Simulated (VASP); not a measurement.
# InP (F-43m) in VASP: notebook

The runs below take InP through single point, with PBEsol, r2SCAN.

Everything below comes from runs of VASP 6.6.1. Logs are shortened: lines on timing, memory, paths and dates and some standing lists are left out, and cuts for length are marked.

**Experimental background.**

A printed reference work, data compilation reports, for a bulk crystal of InP at 1.6 K: band gap 1.4236 eV (direct).

How close the calculation comes is told below.

## (1) Starting point

The structure is cubic, space group F-43m (No. 216). Conventional cell: a = 5.879 Å, b = 5.879 Å, c = 5.879 Å, α = 90.00°, β = 90.00°, γ = 90.00°. Around In (site symmetry -43m) lie 4 P at 2.55 Å. P (site symmetry -43m) has 4 In at 2.55 Å as nearest neighbours.

The cell is a database's computed one.

## (2) Single point, PBEsol

INCAR

```
  PREC = Accurate
  ENCUT = 900
  EDIFF = 1E-6
  ISMEAR = 0
  SIGMA = 0.02
  LREAL = False
  LASPH = True
  NELM = 80
  ALGO = Normal
  ISIF = 2
  LWAVE = False
  LCHARG = False
  GGA = PS
  NBANDS = 16
```

KPOINTS

```
Automatic mesh
0
Gamma
  10 10 10
```

POSCAR

```
InP
1.0
    0.0000000000      2.9395400000      2.9395400000
    2.9395400000      0.0000000000      2.9395400000
    2.9395400000      2.9395400000      0.0000000000
In P
1 1
Direct
    0.0000000000      0.0000000000      0.0000000000
    0.7500000000      0.7500000000      0.7500000000
```

Potentials or basis: VASP PAW PBE potentials, release 64 (In_d, P_h).

Launch:

```console
$ cat potpaw_PBE.64/In_d/POTCAR potpaw_PBE.64/P_h/POTCAR > POTCAR
$ mpirun -np 1 vasp_std > vasp.out
```

OUTCAR:

```text
PREC = Accurate
   ENCUT = 900
   EDIFF = 1E-6
   ISMEAR = 0
   LREAL = False
   LASPH = True
   NELM = 80
   ISIF = 2
   GGA = PS

 ion  position               nearest neighbor table
   1  0.000  0.000  0.000-   2 2.55   2 2.55   2 2.55   2 2.55
   2  0.750  0.750  0.750-   1 2.55   1 2.55   1 2.55   1 2.55

  LATTYP: Found a face centered cubic cell.
 ALAT       =     5.8790800000

  Lattice vectors:

 A1 = (   0.0000000000,   2.9395400000,   2.9395400000)
 A2 = (   2.9395400000,   0.0000000000,   2.9395400000)
 A3 = (   2.9395400000,   2.9395400000,   0.0000000000)

Analysis of symmetry for initial positions (statically):
=====================================================================
 Subroutine PRICEL returns:
 Original cell was already a primitive cell.

 Routine SETGRP: Setting up the symmetry group for a
 face centered cubic supercell.

 Subroutine GETGRP returns: Found 24 space group operations
 (whereof 24 operations were pure point group operations)
 out of a pool of 48 trial point group operations.

The static configuration has the point symmetry T_d .

Analysis of symmetry for dynamics (positions and initial velocities):
=====================================================================
 Subroutine PRICEL returns:
 Original cell was already a primitive cell.

 Routine SETGRP: Setting up the symmetry group for a
 face centered cubic supercell.

 Subroutine GETGRP returns: Found 24 space group operations
 (whereof 24 operations were pure point group operations)
 out of a pool of 48 trial point group operations.

The dynamic configuration has the point symmetry T_d .

 Subroutine INISYM returns: Found 24 space group operations
 (whereof 24 operations are pure point group operations),
 and found     1 'primitive' translations

----------------------------------------------------------------------------------------

                                     Primitive cell

  volume of cell :      50.8005

  direct lattice vectors                    reciprocal lattice vectors
     0.000000000  2.939540000  2.939540000    -0.170094641  0.170094641  0.170094641
     2.939540000  0.000000000  2.939540000     0.170094641 -0.170094641  0.170094641
     2.939540000  2.939540000  0.000000000     0.170094641  0.170094641 -0.170094641

  length of vectors
     4.157137335  4.157137335  4.157137335     0.294612560  0.294612560  0.294612560

  position of ions in fractional coordinates (direct lattice)
     0.000000000  0.000000000  0.000000000
     0.750000000  0.750000000  0.750000000

  ion indices of the primitive-cell ions
   primitive index   ion index
                 1           1
                 2           2

----------------------------------------------------------------------------------------

 KPOINTS: Automatic mesh

Automatic generation of k-mesh.
 Grid dimensions read from file:
 generate k-points for:   10   10   10

 Generating k-lattice:

  Cartesian coordinates                     Fractional coordinates (reciprocal lattice)
    -0.017009464  0.017009464  0.017009464     0.100000000  0.000000000  0.000000000
     0.017009464 -0.017009464  0.017009464     0.000000000  0.100000000  0.000000000
     0.017009464  0.017009464 -0.017009464     0.000000000  0.000000000  0.100000000

  Length of vectors
     0.029461256  0.029461256  0.029461256

  Shift w.r.t. Gamma in fractional coordinates (k-lattice)
     0.000000000  0.000000000  0.000000000

 Subroutine IBZKPT returns following result:
 ===========================================

 Found     47 irreducible k-points:

 Following reciprocal coordinates:
            Coordinates               Weight
  0.000000  0.000000  0.000000      1.000000
  0.100000  0.000000  0.000000      8.000000
  0.200000  0.000000  0.000000      8.000000
  0.300000  0.000000  0.000000      8.000000
  0.400000  0.000000  0.000000      8.000000
  0.500000  0.000000  0.000000      4.000000
[... 16 lines left out ...]
  0.300000  0.300000  0.000000      6.000000
  0.400000  0.300000  0.000000     24.000000
 [... further k-points ...]
   k-points           NKPTS =     47   k-points in BZ     NKDIM =     47   number of bands    NBANDS=     16
   number of dos      NEDOS =    301   number of ions     NIONS =      2
   total plane-waves  NPLWV =  74088
   dimension x,y,z NGX =    42 NGY =   42 NGZ =   42
   dimension x,y,z NGXF=    84 NGYF=   84 NGZF=   84
   ions per type =               1   1
   NGX,Y,Z   is equivalent  to a cutoff of  16.80, 16.80, 16.80 a.u.
   NGXF,Y,Z  is equivalent  to a cutoff of  33.59, 33.59, 33.59 a.u.
 SYSTEM =  unknown system
   PREC   = accura    normal or accurate (medium, high low for compatibility)
   ISTART =      0    job   : 0-new  1-cont  2-samecut
   ICHARG =      2    charge: 1-file 2-atom 10-const
   ISPIN  =      1    spin polarized calculation?
   LNONCOLLINEAR =      F non collinear calculations
   LSORBIT =      F    spin-orbit coupling
   LASPH  =      T    aspherical Exc in radial PAW
   ENCUT  =  900.0 eV  66.15 Ry    8.13 a.u.  10.17 10.17 10.17*2*pi/ulx,y,z
   NELM   =     80;   NELMIN=  2; NELMDL= -5     # of ELM steps
   EDIFF  = 0.1E-05   stopping-criterion for ELM
   LREAL  =      F    real-space projection
   EDIFFG = 0.1E-04   stopping-criterion for IOM
   NSW    =      0    number of steps for IOM
   IBRION =     -1    ionic relax: 0-MD 1-quasi-New 2-CG
   NFREE  =      0    steps in history (QN), initial steepest desc. (CG)
   ISIF   =      2    stress and relaxation
   ISYM   =      2    0-nonsym 1-usesym 2-fastsym
   POTIM  = 0.5000    time-step for ionic-motion
   TEBEG  =    0.0;   TEEND  =   0.0 temperature during run
   PSTRESS=    0.0 pullay stress
   NELECT =      18.0000    total number of electrons
   NUPDOWN=      -1.0000    fix difference up-down
   EMIN   =  10.00;   EMAX   =-10.00  energy-range for DOS
   EFERMI =   0.00;   METHOD = LEGACY
   ISMEAR =     0;   SIGMA  =   0.02  broadening in eV -4-tet -1-fermi 0-gaus
   EFERMI_NEDOS =   21; number of points for ismear=-14 and -15
   IALGO  =     38    algorithm
   IMIX   =      4    mixing-type and parameters
     AMIX     =   0.40;   BMIX     =  1.00
     AMIX_MAG =   1.60;   BMIX_MAG =  1.00
  volume/ion in A,a.u.               =      25.40       171.41
  Fermi-wavevector in a.u.,A,eV,Ry     =   1.158447  2.189148 18.259021  1.342000
  Thomas-Fermi vector in A             =   2.295049
   LORBIT       =      0    0 simple, 1 ext, 2 COOP (PROOUT), +10 PAW based schemes
   GGA     = PS    functional components
   LHFCALC =     F    Hartree Fock is set to
   AEXX    =    0.0000 exact exchange contribution
   IVDW    =     0    specifies the selected vdW correction
   LEPSILON=     F    determine dielectric tensor
   LRPA    =     F    only Hartree local field effects (RPA)
 non-spin polarized calculation
 Gauss-broadening in eV      SIGMA  =   0.02
  energy-cutoff  :      900.00
  volume of cell :       50.80
 maximum number of plane-waves:      3142
 NGX is ok and might be reduce to    42
   NGX = 21   NGY = 21   NGZ = 21

 number of electron      17.9999999 magnetization

 Free energy of the ion-electron system (eV)
  ---------------------------------------------------
  ext. energy  EPLUGINS =         0.00000000
  ---------------------------------------------------
  free energy    TOTEN  =        -9.16062883 eV

  energy without entropy =       -9.16062883  energy(sigma->0) =       -9.16062883

 E-fermi :   5.2796     XC(G=0):  -9.4826

 val. band max:        5.1953594138   @ k =   0.0000   0.0000   0.0000
 cond. band min:       5.7606338908   @ k =   0.0000   0.0000   0.0000
 fundamental gap:      0.5652744770
 Fermi energy:         5.2796146889

 k-point     1 :       0.0000    0.0000    0.0000
  band No.  band energies     occupation
      1      -8.9335      2.00000
      2      -8.9335      2.00000
      3      -8.9335      2.00000
      4      -8.7834      2.00000
      5      -8.7834      2.00000
      6      -6.2894      2.00000
[... 8 lines left out ...]
     15      14.5764      0.00000
     16      14.5764      0.00000

 k-point     2 :       0.1000    0.0000    0.0000
  band No.  band energies     occupation
      1      -8.9458      2.00000
      2      -8.9287      2.00000
      3      -8.9287      2.00000
      4      -8.7834      2.00000
      5      -8.7834      2.00000
      6      -6.1751      2.00000
[... 8 lines left out ...]
     15      14.0714      0.00000
     16      14.0865      0.00000

 k-point     3 :       0.2000    0.0000    0.0000
  band No.  band energies     occupation
      1      -8.9767      2.00000
      2      -8.9169      2.00000
      3      -8.9169      2.00000
      4      -8.7824      2.00000
      5      -8.7824      2.00000
      6      -5.8465      2.00000
[... 8 lines left out ...]
     15      13.6462      0.00000
     16      14.3552      0.00000

 k-point     4 :       0.3000    0.0000    0.0000
  band No.  band energies     occupation
      1      -9.0129      2.00000
      2      -8.9048      2.00000
      3      -8.9048      2.00000
      4      -8.7785      2.00000
      5      -8.7785      2.00000
      6      -5.3542      2.00000
[... 8 lines left out ...]
     15      13.9336      0.00000
     16      13.9336      0.00000

 k-point     5 :       0.4000    0.0000    0.0000
  band No.  band energies     occupation
      1      -9.0408      2.00000
      2      -8.8974      2.00000
      3      -8.8974      2.00000
      4      -8.7729      2.00000
      5      -8.7729      2.00000
      6      -4.8285      2.00000
[... 8 lines left out ...]
     15      14.8958      0.00000
     16      14.8958      0.00000

 k-point     6 :       0.5000    0.0000    0.0000
  band No.  band energies     occupation
      1      -9.0511      2.00000
      2      -8.8952      2.00000
      3      -8.8952      2.00000
      4      -8.7701      2.00000
      5      -8.7701      2.00000
      6      -4.5698      2.00000
[... 8 lines left out ...]
     15      15.7436      0.00000
     16      15.7436      0.00000

 k-point     7 :       0.1000    0.1000    0.0000
  band No.  band energies     occupation
      1      -8.9550      2.00000
      2      -8.9241      2.00000
      3      -8.9241      2.00000
      4      -8.7872      2.00000
      5      -8.7801      2.00000
      6      -6.1373      2.00000
[... 8 lines left out ...]
     15      14.3304      0.00000
     16      14.6675      0.00000

 k-point     8 :       0.2000    0.1000    0.0000
  band No.  band energies     occupation
      1      -8.9805      2.00000
      2      -8.9143      2.00000
      3      -8.9121      2.00000
      4      -8.7904      2.00000
      5      -8.7768      2.00000
      6      -5.8804      2.00000
[... 8 lines left out ...]
     15      14.4498      0.00000
     16      15.1094      0.00000

 k-point     9 :       0.3000    0.1000    0.0000
  band No.  band energies     occupation
      1      -9.0118      2.00000
      2      -8.9040      2.00000
      3      -8.8992      2.00000
      4      -8.7900      2.00000
      5      -8.7728      2.00000
      6      -5.4401      2.00000
[... 8 lines left out ...]
     15      14.5423      0.00000
     16      14.8264      0.00000
[... 172 lines left out ...]
 k-point    19 :       0.5000    0.2000    0.0000
  band No.  band energies     occupation
      1      -9.0639      2.00000
      2      -8.8823      2.00000
      3      -8.8707      2.00000
      4      -8.7938      2.00000
      5      -8.7654      2.00000
      6      -4.4020      2.00000
[... 8 lines left out ...]
     15      15.8245      0.00000
     16      16.4178      0.00000

 k-point    20 :      -0.4000    0.2000    0.0000
  band No.  band energies     occupation
      1      -9.0609      2.00000
      2      -8.8853      2.00000
      3      -8.8733      2.00000
      4      -8.7844      2.00000
      5      -8.7734      2.00000
      6      -4.3273      2.00000
[... 8 lines left out ...]
     15      14.5745      0.00000
     16      16.1835      0.00000

 k-point    21 :      -0.3000    0.2000    0.0000
  band No.  band energies     occupation
      1      -9.0460      2.00000
      2      -8.8893      2.00000
      3      -8.8823      2.00000
      4      -8.7831      2.00000
      5      -8.7777      2.00000
      6      -4.6888      2.00000
[... 8 lines left out ...]
     15      15.3189      0.00000
     16      16.4918      0.00000

 k-point    22 :      -0.2000    0.2000    0.0000
  band No.  band energies     occupation
      1      -9.0230      2.00000
      2      -8.8968      2.00000
      3      -8.8953      2.00000
      4      -8.7882      2.00000
      5      -8.7753      2.00000
      6      -5.1877      2.00000
[... 8 lines left out ...]
     15      15.3290      0.00000
     16      16.3444      0.00000

 k-point    23 :       0.3000    0.3000    0.0000
  band No.  band energies     occupation
      1      -9.0612      2.00000
      2      -8.8672      2.00000
      3      -8.8672      2.00000
      4      -8.8148      2.00000
      5      -8.7608      2.00000
      6      -5.0429      2.00000
[... 8 lines left out ...]
     15      15.3194      0.00000
     16      17.8898      0.00000

 k-point    24 :       0.4000    0.3000    0.0000
  band No.  band energies     occupation
      1      -9.0805      2.00000
      2      -8.8582      2.00000
      3      -8.8548      2.00000
      4      -8.8183      2.00000
      5      -8.7572      2.00000
      6      -4.6246      2.00000
[... 8 lines left out ...]
     15      15.7358      0.00000
     16      17.7559      0.00000

 [... further k-points ...]

------------------------ aborting loop because EDIFF is reached ----------------------------------------

  FORCE on cell =-STRESS in cart. coord.  units (eV):
  Direction    XX          YY          ZZ          XY          YZ          ZX
  --------------------------------------------------------------------------------------
  -------------------------------------------------------------------------------------
  Total       -0.0078280     -0.0078280     -0.0078280      0.0000000      0.0000000      0.0000000
  in kB       -0.2468830     -0.2468830     -0.2468830      0.0000000      0.0000000      0.0000000
  external PRESSURE =      -0.2468830 kB  Pullay stress =       0.0000000 kB

 VOLUME and BASIS-vectors are now :
 -----------------------------------------------------------------------------
  energy-cutoff  :      900.00
  volume of cell :       50.80
      direct lattice vectors                 reciprocal lattice vectors
     0.000000000  2.939540000  2.939540000    -0.170094641  0.170094641  0.170094641
     2.939540000  0.000000000  2.939540000     0.170094641 -0.170094641  0.170094641
     2.939540000  2.939540000  0.000000000     0.170094641  0.170094641 -0.170094641

 POSITION                                       TOTAL-FORCE (eV/Angst)
 -----------------------------------------------------------------------------------
      0.00000      0.00000      0.00000         0.000000      0.000000      0.000000
      4.40931      4.40931      4.40931        -0.000000     -0.000000     -0.000000
 -----------------------------------------------------------------------------------
    total drift:                                0.000000      0.000000      0.000000

  FREE ENERGIE OF THE ION-ELECTRON SYSTEM (eV)
  ---------------------------------------------------
  free  energy   TOTEN  =        -9.1606288259 eV

  energy  without entropy=       -9.1606288259  energy(sigma->0) =       -9.16062883
```

Wall time 78 s (1 thread of Intel Xeon Platinum 8259CL at 2.50GHz (Skylake/Cascade Lake), shared host); peak memory 0.3 GiB.

What came out:

```
Free energy            : -9.1606 eV
Pressure               : 0.0 GPa
Band gap on the k mesh : 0.57 eV, direct
```

Caveat: the PAW data sets were made with another functional, which shifts forces and pressure a little; spin-orbit coupling is left out, which moves the levels of the heavy elements.

## (3) Single point, r2SCAN

Changes to INCAR since step 2:

```diff
@@ -1,3 +1,3 @@
   PREC = Accurate
-  ENCUT = 900
+  ENCUT = 520
   EDIFF = 1E-6
@@ -12,3 +12,4 @@
   LCHARG = False
-  GGA = PS
+  METAGGA = R2SCAN
+  LMIXTAU = True
   NBANDS = 16
```

KPOINTS is that of step 2.

POSCAR is that of step 2.

Potentials or basis: VASP PAW PBE potentials, release 64 (In_d, P).

Launch:

```console
$ cat potpaw_PBE.64/In_d/POTCAR potpaw_PBE.64/P/POTCAR > POTCAR
$ mpirun -np 1 vasp_std > vasp.out
```

Run time: 1.8 min. Hardware: 1 thread of Intel Xeon Platinum 8259CL at 2.50GHz (Skylake/Cascade Lake), shared host; peak memory 0.2 GiB.

It converged, with:

```
Free energy            : -32.2967 eV
Pressure               : 0.9 GPa
Band gap on the k mesh : 1.12 eV, direct
```

Levels at points of the mesh, in eV from the valence-band top:
| k point | band 7 | band 8 | band 9 | band 10 | band 11 | band 12 |
| --- | --- | --- | --- | --- | --- | --- |
| (0.00, 0.00, 0.00) | 0.00 | 0.00 | 0.00 | 1.12 | 4.44 | 4.44 |
| (0.50, 0.00, 0.00) | -5.83 | -0.99 | -0.99 | 1.84 | 5.16 | 5.16 |
| (0.50, 0.50, 0.00) | -5.84 | -2.38 | -2.38 | 2.02 | 2.55 | 9.82 |

Caveat: the PAW data sets were made with another functional, which shifts forces and pressure a little; spin-orbit coupling is left out, which moves the levels of the heavy elements.

(Continued in part 2 of 2.)
